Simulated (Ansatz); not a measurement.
# TiB2: the cost of one run

Computed with Ansatz 0.2.0 (DFT PBEsol, scalar-relativistic, unless a step's input says otherwise).

## (1) Starting point

Symmetry: P6/mmm, No. 191, hexagonal system. Conventional cell: a = 3.029 Å, b = 3.029 Å, c = 3.228 Å, α = 90.00°, β = 90.00°, γ = 120.00°. Ti (site symmetry 6/mmm) is surrounded by 12 B at 2.38 Å. Around B (site symmetry -6m2) lie 3 B at 1.75 Å and 6 Ti at 2.38 Å.

As a file:

```cif
data_structure
_symmetry_space_group_name_H-M 'P 1'
_symmetry_Int_Tables_number 1
_cell_length_a 3.0292
_cell_length_b 3.0292
_cell_length_c 3.2284
_cell_angle_alpha 90.000
_cell_angle_beta 90.000
_cell_angle_gamma 120.000
_cell_volume 25.66
loop_
_atom_site_label
_atom_site_type_symbol
_atom_site_fract_x
_atom_site_fract_y
_atom_site_fract_z
_atom_site_occupancy
Ti1 Ti 0.00000 0.00000 0.00000 1
B1 B 0.33333 0.66667 0.50000 1
B2 B 0.66667 0.33333 0.50000 1
```

Atoms are numbered in the order of the input: Ti1, B2, B3.

## (2) The deformed structure

Space group P6/mmm before, P-1 after.

## (3) LAPW, all electrons

The input, input.yaml:

```yaml
crystal:
  lattice:
    - [3.0291982016, 0.015145991, 0.015145991]
    - [-1.5014822878, 2.6157896002, 0.0055438175]
    - [0.016142, 0.016142, 3.2284]
  atoms:
    - { symbol: Ti, position: [0.0, 0.0, 0.0] }
    - { symbol: B, position: [0.3333333333, 0.6666666667, 0.5] }
    - { symbol: B, position: [0.6666666667, 0.3333333333, 0.5] }
kpoints:
  mp_grid: { grid: [14, 14, 11] }
  band_path:
    path:
      - [0.0, 0.0, 0.0]
      - [0.0, -0.5, 0.0]
      - [0.0, 0.0, 0.5]
      - [0.0, 0.0, 0.0]
      - [-0.5, 0.0, 0.0]
      - [-0.5, 0.5, -0.5]
      - [0.0, 0.0, 0.0]
      - [-0.5, 0.0, -0.5]
      - [-0.5, 0.5, 0.0]
    npoints: 5
scf:
  occupations: { method: fermi_dirac, width: 0.03 }
hamiltonian:
  xc: pbesol
  pseudopotentials: { kind: all_electron, lapw: { basis_error: 0.001 } }
output:
  forces: true
  stress: true
  eigenvalues: true
```

Started as:

```console
$ ansatz run input.yaml --threads 1 --pin off --max-ram 4096MiB --backend cpu --events-out ev --progress --plain --runs-dir out
```

What time and memory should one allow on 1 thread of Arm Neoverse V1, shared host?

About 2.8 min, with a peak of 1.9 GiB.
